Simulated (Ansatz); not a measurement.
Start of a relaxation of As:

```
As
1.0
     3.56523    0.00000    0.00000
    -1.78262    3.08758    0.00000
     0.00000    0.00000    5.94047
As
4
Cartesian
  0.0000 0.0000 4.7676
  0.0000 0.0000 1.1729
  0.0000 2.0584 3.6510
  1.7826 1.0292 2.2894
```

Computed with DFT PBE, scalar-relativistic, plane waves, PAW (Ansatz). Cutoff 420 eV, Gaussian smearing, Γ-centred meshes. Cell and atoms relax first on a coarse mesh and then on a converged one. In between, the cell is made exact in the group found at 0.06 Å. The steps can't lower the symmetry of their start. No spin polarisation.

A guess keeps its type if space group and coordination stay and the shape of the cell changes little (axis ratios within about 15 %, angles within 6°); the volume may change.

Problem. Will the relaxed cell still be of the starting type?

Solution. It doesn't keep its type. The symmetry stays P-3m1 (No. 164). The volume per atom grows by 107.4 %, from 16.3 to 33.9 Å³. The shortest distance goes from 2.34 Å (As–As) to 2.50 Å (As–As). The ratio c/a of the conventional cell changes by a factor of 2.00. Counting neighbours within 15 % of an atom's shortest distance, the start has As 4/6 and the end As 3. In detail, at the end As on its first site has 3 As at 2.50 Å; around As on its second site lie 3 As at 2.50 Å.

```
As
1.0
     3.60828    0.00000    0.00000
    -1.80414    3.12486    0.00000
     0.00000    0.00000   12.02919
As
4
Direct
  0.00000 0.00000 0.79967
  0.00000 0.00000 0.20033
  0.33333 0.66667 0.68407
  0.66667 0.33333 0.31593
```

The last run used a 12×12×4 mesh (in the run's order of axes) for its 4-atom cell and Gaussian smearing of 0.02 eV. No dispersion correction is applied, so the spacing and binding between layers, chains or molecules are poorly described. A later test with randomly moved atoms ended 2 meV/atom lower on a coarse mesh, in P-1 at a loose tolerance, which is no clear verdict on its stability.

In counts of neighbours, a slash parts the counts of unlike sites.
